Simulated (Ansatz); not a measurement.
Here is an Ansatz 0.2.0 calculation.

input.yaml

```yaml
crystal:
  lattice:
    - [3.5230547267, 0.0, 0.0]
    - [0.0, 3.5230547267, 0.0]
    - [0.0, 0.0, 3.5230547267]
  atoms:
    - { symbol: Ni, position: [0.5, 0.5, 0.0], spin: 1.0 }
    - { symbol: Ni, position: [0.5, 0.0, 0.5], spin: 1.0 }
    - { symbol: Ni, position: [0.0, 0.5, 0.5], spin: 1.0 }
    - { symbol: Al, position: [0.0, 0.0, 0.0] }
kpoints:
  mp_grid: { grid: [6, 6, 6] }
scf:
  occupations: { method: fermi_dirac, width: 0.05 }
hamiltonian:
  xc: pbesol
  pseudopotentials: { kind: all_electron, lapw: { basis_error: 0.002 } }
magnetization:
  spin_polarized: true
output:
  forces: true
  stress: true
  eigenvalues: true
```

Potentials or basis: all-electron LAPW, scalar-relativistic.

Run with:

```console
$ ansatz run input.yaml --threads 4 --pin off --max-ram 12288MiB --backend cpu --events-out ev --progress --plain --runs-dir out
```

Task: Estimate the band gap on the k mesh.

Result: None (metal or under the smearing width).

Task: Estimate the pressure.

Result: -0.7 GPa.
